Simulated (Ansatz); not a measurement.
**Ba under changes of volume**

One of the cells (62.989 Å³/atom); the others are scaled copies at fixed shape and fractional positions:

```xyz
1
Lattice="-2.5065 2.5065 2.5065 2.5065 -2.5065 2.5065 2.5065 2.5065 -2.5065" Properties=species:S:1:pos:R:3 pbc="T T T"
Ba    0.0000    0.0000    0.0000
```

* Program: Ansatz 0.2.0
* Functional: PBE
* Potentials or basis: all-electron LAPW, scalar-relativistic
* Cutoff: 81 eV (chosen from the basis error)
* Basis error allowed: 0.0005 eV/atom
* k mesh: 8 × 8 × 8
* Occupations: fermi-dirac, width 0.05 eV
* Spin: no spin polarisation

```csv
volume (Å³/atom),energy over the lowest point (meV/atom),pressure (GPa)
59.209,6.38,0.6
60.469,2.60,0.4
61.729,0.52,0.2
62.989,0.00,0.0
64.249,0.91,-0.2
65.508,?,?
66.768,6.60,-0.5
```

Task: What does the run at 65.508 Å³/atom give?

Result: Energy over the lowest point 3.15 meV/atom; pressure -0.3 GPa.

Worked out: A Birch-Murnaghan fit of order 3 (a polynomial in V^(-2/3)) to the other rows has its minimum at 62.80 Å³/atom with B0 = V·E''(V) = 9.2 GPa and B' = 3.1. It gives 3.15 meV/atom at 65.508 Å³/atom, against the run's 3.15, and -dE/dV = -0.4 GPa, against -0.3.

Energies are extrapolated to zero smearing.
